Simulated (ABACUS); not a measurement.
Runs of ABACUS 3.10.1 on Re. The structure is hexagonal, space group P6_3/mmc (No. 194). The conventional cell has a = 2.761 Å, b = 2.761 Å, c = 4.458 Å, α = 90.00°, β = 90.00°, γ = 120.00°. Re (site symmetry -6m2) is surrounded by 12 Re at 2.74 to 2.76 Å. 

```csv
task,level,potentials or basis,cell,k mesh,cutoff (eV),SCF threshold on the density,eigensolver,symmetry key,orbital files,max steps of the relaxation,mesh quality,gap on the mesh (eV),pressure (GPa),relaxed volume (Å³/atom)
single point,PBEsol,"PseudoDojo NC SR 0.5 PBE standard, plane waves",as given,9 × 9 × 5,993,1e-08,dav,1,-,-,not flagged,none,(a),-
single point,PBE,"PseudoDojo NC SR 0.4.1 PBE standard, plane waves","atoms moved at random, drawn with an rms of 0.05 Å",11 × 11 × 6,993,1e-08,dav,1,-,-,not flagged,none,7.2,-
relaxation of cell and atoms,PBE,"SG15 ONCV 1.2 PBE, DZP LCAO (the cutoffs set its grid)",relaxed,10 × 10 × 6,1361,1e-07,genelpa,1,Re Re_confined-atom_7au_3s2p2d1f.orb,60,not flagged,-,0.0,14.97
single point,PBE,"PseudoDojo NC SR 0.4.1 PBE standard, plane waves",as given,11 × 11 × 6,993,1e-08,dav,1,-,-,not flagged,none,5.8,-
single point,r2SCAN,"SG15 ONCV 1.2 PBE, plane waves",as given,7 × 7 × 4,1143,1e-08,dav,1,-,-,coarse,none,0.6,-
relaxation of cell and atoms,PBEsol,"PseudoDojo NC SR 0.5 PBE standard, plane waves",relaxed,9 × 9 × 5,993,1e-08,dav,1,-,60,not flagged,none,0.0,14.58
single point,PBE,"SG15 ONCV 1.2 PBE, DZP LCAO (the cutoffs set its grid)",as given,10 × 10 × 6,1361,1e-07,genelpa,1,Re Re_confined-atom_7au_3s2p2d1f.orb,-,not flagged,none,(b),-
relaxation of cell and atoms,r2SCAN,"SG15 ONCV 1.2 PBE, plane waves",relaxed,7 × 7 × 4,1143,1e-08,dav,1,-,60,coarse,none,0.0,14.73
```

Alike in all rows: no spin polarisation; smearing fermi-dirac 0.05 eV.

Q: Estimate the missing entries.

A: (a) -3.5; (b) 6.5.

Caveats: some runs use coarse meshes; the potentials were made for another functional, which shifts forces and pressure (some runs); the atomic orbitals were generated for these runs and aren't a published set (some runs); the basis of atomic orbitals isn't converged, which shifts pressures, moduli and gaps (some runs).

A k mesh can miss the band edges, and the runs leave out spin-orbit coupling on Re.

A gap of «none» marks a metal or a gap under the smearing width.
